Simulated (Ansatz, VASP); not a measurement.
## CdTe (CdTe(110)): VASP beside Ansatz

Aim: how closely do two programs agree when they are given the same cell, functional and k mesh? The structure shown is the end of the VASP relaxation below.

Calculated with Ansatz 0.2.0; plane waves, with VASP 6.6.1 beside it; single point at PBE and band structure at PBE.

**1. Starting point**

The cell holds 18 atoms: 9 Cd and 9 Te. Its edges and angles: a = 4.674 Å, b = 6.610 Å, c = 34.696 Å, α = 90.0°, β = 90.0°, γ = 90.0°. It derives from CdTe. As first built, before any earlier steps moved the atoms: 9 layers, cut at this functional's lattice. Vacuum lies along c.

**2. VASP: relaxation, PBE**

This run makes the geometry at which the two programs are then compared.

Lines of VASP's logs that name or quote its potential files are left out, and so is its time.

Contents of INCAR:

```
SYSTEM = CdTe
PREC = Normal
ENCUT = 320
EDIFF = 1E-05
NELM = 120
ISMEAR = 0
SIGMA = 0.03
LREAL = Auto
ALGO = Fast
GGA = PE
NBANDS = 100
LORBIT = 11
LWAVE = .FALSE.
LCHARG = .FALSE.
KPAR = 2
NCORE = 2
IBRION = 2
NSW = 60
ISIF = 2
EDIFFG = -0.03
POTIM = 0.4
MAXMIX = 40
IDIPOL = 3
LDIPOL = .TRUE.
DIPOL = 0.5 0.5 0.5
```

Contents of POSCAR:

```
CdTe
1.0
    4.6740784271      0.0000000000      0.0000000000
    0.0000000000      6.6101451032      0.0000000000
    0.0000000000      0.0000000000     34.6963137084
Cd Te
9 9
Direct
    0.0000000000      0.0000000000      0.2305720400
    0.5000000000      0.5000000000      0.2979290300
    0.0000000000      0.0000000000      0.3652860200
    0.5000000000      0.5000000000      0.4326430100
    0.0000000000      0.0000000000      0.5000000000
    0.5000000000      0.5000000000      0.5673569900
    0.0000000000      0.0000000000      0.6347139800
    0.5000000000      0.5000000000      0.7020709700
    0.0000000000      0.0000000000      0.7694279600
    0.0000000000      0.7500000000      0.2979290300
    0.5000000000      0.2500000000      0.2305720400
    0.0000000000      0.7500000000      0.4326430100
    0.5000000000      0.2500000000      0.3652860200
    0.0000000000      0.7500000000      0.5673569900
    0.5000000000      0.2500000000      0.5000000000
    0.0000000000      0.7500000000      0.7020709700
    0.5000000000      0.2500000000      0.6347139800
    0.5000000000      0.2500000000      0.7694279600
```

Contents of KPOINTS:

```
Automatic mesh
0
Gamma
5 4 1
0 0 0
```

PAW data sets: Cd and Te (PBE family, release 64).

Launch:

```bash
$ mpirun -np 4 vasp_std
```

Numbers of over 12 decimals in the logs are rounded to 6 here.

The program printed:

```text
[banner, memory and clock lines left out]
running    4 mpi-ranks, on    1 nodes
 distrk:  each k-point on    2 cores,    2 groups
 distr:  one band on    2 cores,    1 groups

 POSCAR found type information on POSCAR CdTe
 POSCAR found :  2 types and      18 ions
 LDA part: xc-table for (Slater+PW92), standard interpolation
 POSCAR, INCAR and KPOINTS ok, starting setup
 FFT: planning ... GRIDC
 FFT: planning ... GRID_SOFT
 FFT: planning ... GRID
 WAVECAR not read
 entering main loop
       N       E                     dE             d eps       ncg     rms          rms(c)
DAV:   1     0.939464682205E+03    0.93946E+03   -0.51013E+04  1832   0.894E+02
DAV:   2     0.276519051427E+02   -0.91181E+03   -0.88025E+03  2100   0.255E+02
DAV:   3    -0.422801029364E+02   -0.69932E+02   -0.69351E+02  2012   0.706E+01
DAV:   4    -0.443083853734E+02   -0.20283E+01   -0.20238E+01  2224   0.110E+01
DAV:   5    -0.443599335376E+02   -0.51548E-01   -0.51534E-01  2140   0.186E+00    0.152E+01
RMM:   6    -0.418629306000E+02    0.24970E+01   -0.50664E+00  1800   0.599E+00    0.122E+01
RMM:   7    -0.416819401447E+02    0.18099E+00   -0.30180E+00  1800   0.317E+00    0.262E+00
RMM:   8    -0.416402711172E+02    0.41669E-01   -0.19428E-01  1800   0.122E+00    0.122E+00
RMM:   9    -0.416349618213E+02    0.53093E-02   -0.63918E-02  1800   0.520E-01    0.567E-01
RMM:  10    -0.416361814820E+02   -0.12197E-02   -0.73626E-03  1868   0.271E-01    0.166E-01
RMM:  11    -0.416370537788E+02   -0.87230E-03   -0.16286E-03  1878   0.908E-02    0.876E-02
RMM:  12    -0.416376835721E+02   -0.62979E-03   -0.51566E-04  1811   0.668E-02    0.451E-02
RMM:  13    -0.416378391603E+02   -0.15559E-03   -0.13548E-04  1454   0.257E-02    0.408E-02
RMM:  14    -0.416377722992E+02    0.66861E-04   -0.19071E-05  1163   0.110E-02    0.546E-02
RMM:  15    -0.416380787675E+02   -0.30647E-03   -0.65845E-05  1299   0.154E-02    0.145E-02
RMM:  16    -0.416381300190E+02   -0.51251E-04   -0.75828E-06  1103   0.604E-03    0.840E-03
RMM:  17    -0.416381713818E+02   -0.41363E-04   -0.46740E-06  1049   0.415E-03    0.211E-03
RMM:  18    -0.416381801513E+02   -0.87695E-05   -0.89678E-07   543   0.210E-03
   1 F= -.41638180E+02 E0= -.41638180E+02  d E =-.416382E+02
[... from here on, the cycles between the ionic steps are left out ...]
   2 F= -.41757511E+02 E0= -.41757511E+02  d E =-.119331E+00
   3 F= -.42002552E+02 E0= -.42002552E+02  d E =-.364372E+00
  20 F= -.42484304E+02 E0= -.42484304E+02  d E =-.167570E-02
  21 F= -.42484308E+02 E0= -.42484308E+02  d E =-.167917E-02
  22 F= -.42484292E+02 E0= -.42484292E+02  d E =-.166296E-02
  23 F= -.42484291E+02 E0= -.42484291E+02  d E =-.166222E-02
  24 F= -.42485669E+02 E0= -.42485669E+02  d E =-.137816E-02
  25 F= -.42485933E+02 E0= -.42485933E+02  d E =-.164180E-02
  26 F= -.42486014E+02 E0= -.42486014E+02  d E =-.172306E-02
  27 F= -.42485936E+02 E0= -.42485936E+02  d E =-.164484E-02
  28 F= -.42485966E+02 E0= -.42485966E+02  d E =-.167475E-02
  29 F= -.42486876E+02 E0= -.42486876E+02  d E =-.910079E-03
  30 F= -.42486880E+02 E0= -.42486880E+02  d E =-.914279E-03
 curvature:  -5.25 expect dE=-0.102E-02 dE for cont linesearch -0.691E-05
 trial: gam= 0.48353 g(F)=  0.195E-03 g(S)=  0.000E+00 ort =-0.381E-04 (trialstep = 0.398E+01)
 search vector abs. value=  0.416E-03
 bond charge predicted
       N       E                     dE             d eps       ncg     rms          rms(c)
DAV:   1    -0.424865122157E+02    0.36525E-03   -0.97555E-01  1828   0.290E+00    0.172E-01
RMM:   2    -0.424871248427E+02   -0.61263E-03   -0.93219E-03  1800   0.301E-01    0.158E-01
RMM:   3    -0.424871034822E+02    0.21361E-04   -0.12535E-03  1800   0.113E-01    0.130E-01
RMM:   4    -0.424872311635E+02   -0.12768E-03   -0.27436E-04  1803   0.507E-02    0.107E-01
RMM:   5    -0.424873067712E+02   -0.75608E-04   -0.56338E-05  1359   0.234E-02    0.965E-02
RMM:   6    -0.424873266747E+02   -0.19903E-04   -0.14552E-05  1130   0.106E-02    0.833E-02
RMM:   7    -0.424873295777E+02   -0.29030E-05   -0.60301E-06  1072   0.644E-03
  31 F= -.42487330E+02 E0= -.42487330E+02  d E =-.449695E-03
 trial-energy change:   -0.000450  1 .order   -0.000453   -0.000703   -0.000203
 step:   5.6065(harm=  5.6065)  dis= 0.00915  next Energy=   -42.487374 (dE=-0.494E-03)
 reached required accuracy - stopping structural energy minimisation
```

From OUTCAR (step 2):

```text
ion  position               nearest neighbor table
   1  0.000  0.000  0.231-  11 2.86  11 2.86  10 2.86
   2  0.500  0.500  0.298-  10 2.86  10 2.86  13 2.86  11 2.86
   3  0.000  0.000  0.365-  13 2.86  13 2.86  10 2.86  12 2.86
   4  0.500  0.500  0.433-  12 2.86  12 2.86  15 2.86  13 2.86
   5  0.000  0.000  0.500-  15 2.86  15 2.86  12 2.86  14 2.86
   6  0.500  0.500  0.567-  14 2.86  14 2.86  17 2.86  15 2.86
   7  0.000  0.000  0.635-  17 2.86  17 2.86  14 2.86  16 2.86
   8  0.500  0.500  0.702-  16 2.86  16 2.86  18 2.86  17 2.86
   9  0.000  0.000  0.769-  18 2.86  18 2.86  16 2.86
  10  0.000  0.750  0.298-   2 2.86   2 2.86   3 2.86   1 2.86
  11  0.500  0.250  0.231-   1 2.86   1 2.86   2 2.86
  12  0.000  0.750  0.433-   4 2.86   4 2.86   5 2.86   3 2.86
  13  0.500  0.250  0.365-   3 2.86   3 2.86   4 2.86   2 2.86
  14  0.000  0.750  0.567-   6 2.86   6 2.86   7 2.86   5 2.86
  15  0.500  0.250  0.500-   5 2.86   5 2.86   6 2.86   4 2.86
  16  0.000  0.750  0.702-   8 2.86   8 2.86   9 2.86   7 2.86
  17  0.500  0.250  0.635-   7 2.86   7 2.86   8 2.86   6 2.86
  18  0.500  0.250  0.769-   9 2.86   9 2.86   8 2.86

  LATTYP: Found a simple orthorhombic cell.
 ALAT       =     4.6740784271
 B/A-ratio  =     1.4142135624
 C/A-ratio  =     7.4231346884

 Subroutine GETGRP returns: Found  4 space group operations
 (whereof  4 operations were pure point group operations)

The static configuration has the point symmetry C_2v.

 Found      9 irreducible k-points:

   k-points           NKPTS =      9   k-points in BZ     NKDIM =      9   number of bands    NBANDS=    100

   dimension x,y,z NGX =    20 NGY =   30 NGZ =  160
   dimension x,y,z NGXF=    40 NGYF=   60 NGZF=  320

   ENCUT  =  320.0 eV  23.52 Ry    4.85 a.u.   6.82  9.64 50.61*2*pi/ulx,y,z

   NELECT =     162.0000    total number of electrons

 k-points in reciprocal lattice and weights: Automatic mesh
   0.00000000  0.00000000  0.00000000       0.050
   0.20000000  0.00000000  0.00000000       0.100
   0.40000000  0.00000000  0.00000000       0.100
   0.00000000  0.25000000  0.00000000       0.100
   0.20000000  0.25000000  0.00000000       0.200
   0.40000000  0.25000000  0.00000000       0.200
   0.00000000  0.50000000  0.00000000       0.050
   0.20000000  0.50000000  0.00000000       0.100
   0.40000000  0.50000000  0.00000000       0.100

 dipolmoment           0.000000      0.000000      0.000000 electrons x Angstroem

 average (electrostatic) potential at core
       1 -42.2913       2 -42.1814       3 -42.1948       4 -42.1961       5 -42.1884
       6 -42.1961       7 -42.1948       8 -42.1814       9 -42.2913      10 -94.5731
      11 -94.3378      12 -94.5349      13 -94.5220      14 -94.5349      15 -94.5268
      16 -94.5731      17 -94.5220      18 -94.3378

 E-fermi :  -0.7968

 k-point     1 :       0.0000    0.0000    0.0000
  band No.  band energies     occupation
    ...
     77      -1.1690      2.00000
     78      -1.1430      2.00000
     79      -1.0695      2.00000
     80      -1.0137      2.00000
     81      -0.9547      2.00000
     82      -0.0140      0.00000
     83       0.5923      0.00000
     84       1.0783      0.00000
     85       1.4389      0.00000
     86       1.6782      0.00000
    ...

 k-point     2 :       0.2000    0.0000    0.0000
  band No.  band energies     occupation
    ...
     77      -1.7698      2.00000
     78      -1.5669      2.00000
     79      -1.5609      2.00000
     80      -1.4161      2.00000
     81      -1.2400      2.00000
     82       1.0085      0.00000
     83       1.3829      0.00000
     84       1.7280      0.00000
     85       1.9079      0.00000
     86       1.9743      0.00000
    ...

 k-point     3 :       0.4000    0.0000    0.0000
  band No.  band energies     occupation
    ...
     77      -2.0878      2.00000
     78      -2.0665      2.00000
     79      -1.9137      2.00000
     80      -1.7651      2.00000
     81      -1.5362      2.00000
     82       1.4406      0.00000
     83       1.4474      0.00000
     84       1.7789      0.00000
     85       1.8154      0.00000
     86       1.8484      0.00000
    ...

  Total       -1.1381984     -0.7905601     -0.8933727      0.0000000      0.0000000      0.0000000
  in kB       -1.7011329     -1.1815582     -1.3352203      0.0000000      0.0000000      0.0000000
  external PRESSURE =      -1.4059705 kB  Pullay stress =       0.0000000 kB

  energy-cutoff  :      320.00
  volume of cell :     1071.99
      direct lattice vectors                 reciprocal lattice vectors
     4.674078427  0.000000000  0.000000000     0.213945918  0.000000000  0.000000000
     0.000000000  6.610145103  0.000000000     0.000000000  0.151282609  0.000000000
     0.000000000  0.000000000 34.696313708     0.000000000  0.000000000  0.028821506

 POSITION                                       TOTAL-FORCE (eV/Angst)
 -----------------------------------------------------------------------------------
      0.00000      0.39149      8.52092         0.000000     -0.001403     -0.005489
      2.33704      3.18331     10.14827        -0.000000      0.011195      0.014826
      0.00000      6.54810     12.67948         0.000000      0.006597      0.003378
      2.33704      3.24334     14.96238         0.000000     -0.003958      0.012783
      0.00000      6.57742     17.34816         0.000000     -0.022302      0.000000
      2.33704      3.24334     19.73394        -0.000000     -0.003958     -0.012783
      0.00000      6.54810     22.01683         0.000000      0.006597     -0.003378
      2.33704      3.18331     24.54805         0.000000      0.011195     -0.014826
      0.00000      0.39149     26.17539         0.000000     -0.001403      0.005489
      0.00000      4.86373     10.34053        -0.000000      0.003701     -0.015764
      2.33704      1.72282      7.71444         0.000000      0.001222      0.011093
      0.00000      4.90446     15.01263         0.000000      0.000217     -0.005328
      2.33704      1.61329     12.59876         0.000000     -0.008527     -0.014909
      0.00000      4.90446     19.68368         0.000000      0.000217      0.005328
      2.33704      1.62536     17.34816         0.000000      0.004215      0.000000
      0.00000      4.86373     24.35578        -0.000000      0.003701      0.015764
      2.33704      1.61329     22.09755         0.000000     -0.008527      0.014909
      2.33704      1.72282     26.98188         0.000000      0.001222     -0.011093
 -----------------------------------------------------------------------------------
    total drift:                                0.000000      0.078932     -0.000017

  FREE ENERGIE OF THE ION-ELECTRON SYSTEM (eV)
  ---------------------------------------------------
  free  energy   TOTEN  =       -42.4873295777 eV

  energy  without entropy=      -42.4873295777  energy(sigma->0) =      -42.48732958

 reached required accuracy - stopping structural energy minimisation

 vacuum level on the upper side and lower side of the slab         3.916         3.916

 total charge
# of ion       s       p       d       tot
------------------------------------------
    1        0.502   0.252   9.504  10.258
    2        0.462   0.280   9.508  10.250
    3        0.462   0.282   9.508  10.252
    4        0.462   0.280   9.509  10.251
    5        0.463   0.282   9.508  10.253
    6        0.462   0.280   9.509  10.251
    7        0.462   0.282   9.508  10.252
    8        0.462   0.280   9.508  10.250
    9        0.502   0.252   9.504  10.258
   10        1.354   2.031   0.018   3.403
   11        1.371   1.993   0.016   3.380
   12        1.354   2.032   0.018   3.403
   13        1.354   2.026   0.017   3.397
   14        1.354   2.032   0.018   3.403
   15        1.354   2.029   0.017   3.400
   16        1.354   2.031   0.018   3.403
   17        1.354   2.026   0.017   3.397
   18        1.371   1.993   0.016   3.380
--------------------------------------------------
tot         16.460  20.661  85.720 122.840

[... 3 further parts left out ...]
```

CONTCAR:

```
CdTe
   1.00000000000000
     4.6740784271000004    0.0000000000000000    0.0000000000000000
     0.0000000000000000    6.6101451031999998    0.0000000000000000
     0.0000000000000000    0.0000000000000000   34.6963137083999982
  Cd              Te
     9     9
Direct
     0.0000000000000000    0.0592250297569575    0.2455858733531026
     0.5000000000000000    0.4815790022590047    0.2924882986116893
     0.0000000000000000    0.9906130204293856    0.3654418070187399
     0.5000000000000000    0.4906615834205176    0.4312382181015728
     0.0000000000000000    0.9950488611345828    0.5000000000000000
     0.5000000000000000    0.4906615834205176    0.5687617818984273
     0.0000000000000000    0.9906130204293856    0.6345581929812600
     0.5000000000000000    0.4815790022590047    0.7075117013883109
     0.0000000000000000    0.0592250297569575    0.7544141266468972
     0.0000000000000000    0.7357971994147970    0.2980296404302645
     0.5000000000000000    0.2606327474332639    0.2223417031862350
     0.0000000000000000    0.7419593239756040    0.4326866292025380
     0.5000000000000000    0.2440630582387003    0.3631152869941623
     0.0000000000000000    0.7419593239756040    0.5673133707974619
     0.5000000000000000    0.2458892090089551    0.5000000000000000
     0.0000000000000000    0.7357971994147970    0.7019703595697359
     0.5000000000000000    0.2440630582387003    0.6368847130058374
     0.5000000000000000    0.2606327474332639    0.7776582968137650
```

The run keeps the 4 symmetry operations of its start, so it cannot find a distortion of lower symmetry.

(Part 1 of 3 ends here.)

[Lines on the potential files, build, host, timing and source positions are cut from VASP's logs without a mark.]

[Logs are printed without paths, hosts, clocks, repeated set-up lines and the standing remarks that a program may print on its own settings, such as how far it seeks lower states.]

[Hosts, paths, dates, database ids (printed as entryN), source tags and the programs' standing remarks are cut or masked in the printed files.]
